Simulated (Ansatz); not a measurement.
## Zone-centre phonons of ZrN at 16 GPa: input and output

These are results of DFT PBE, scalar-relativistic, plane waves, PAW (Ansatz 0.2.0), not measurements.

Launched with:
```bash
ansatz run input.yaml --threads 1 --pin off --max-ram 3072MiB --backend cpu --events-out ev --progress --plain --runs-dir out
```

Input (bare energies are in eV):
```yaml
crystal:
  lattice:
    - [0.0, 2.2546543317, 2.2546543317]
    - [2.2546543317, 0.0, 2.2546543317]
    - [2.2546543317, 2.2546543317, 0.0]
  atoms:
    - { symbol: Zr, position: [0.0, 0.0, 0.0] }
    - { symbol: "N", position: [0.5, 0.5, 0.5] }
basis:
  ecutwfc: 420
kpoints:
  mp_grid: { grid: [16, 16, 16] }
hamiltonian:
  xc: pbe
scf:
  occupations: { method: fermi_dirac, width: 0.15 }
output:
  eigenvalues: true
phonons:
  method: dfpt
  eigenvectors: true
```

The end of the output:
```
--- Phonons (Γ-DFPT): 2 representative perturbations + reference, on 349 of 4096 k-points (Σ response iterations 6) ---
  k mesh reduced under 8 symmetry operations, with k and −k counted as one. Each operation leaves every solved perturbation unchanged. A smaller set is not used because it would not reduce the number of displacements ...
  ASR residual: 4.445e-4 → 0.000e0 eV/Å²; symmetrization residual: 1.537e-6 eV/Å²
  ASR residual per site (eV/Å²): 4.45e-4 1.00e-4
  Γ frequencies (cm⁻¹): 0.00 0.00 0.00 530.21 530.21 530.21
  non-analytic LO–TO correction: not included (Born effective charges unavailable; polar crystals: no LO–TO splitting at Γ)
```

It took 12 s on 1 thread of AMD EPYC 9R45 96-Core Processor (Zen 5), on a shared host, peak memory 0.68 GiB.

In a metal, frequencies and elastic constants depend on the k mesh and the smearing, soft modes and shear constants most.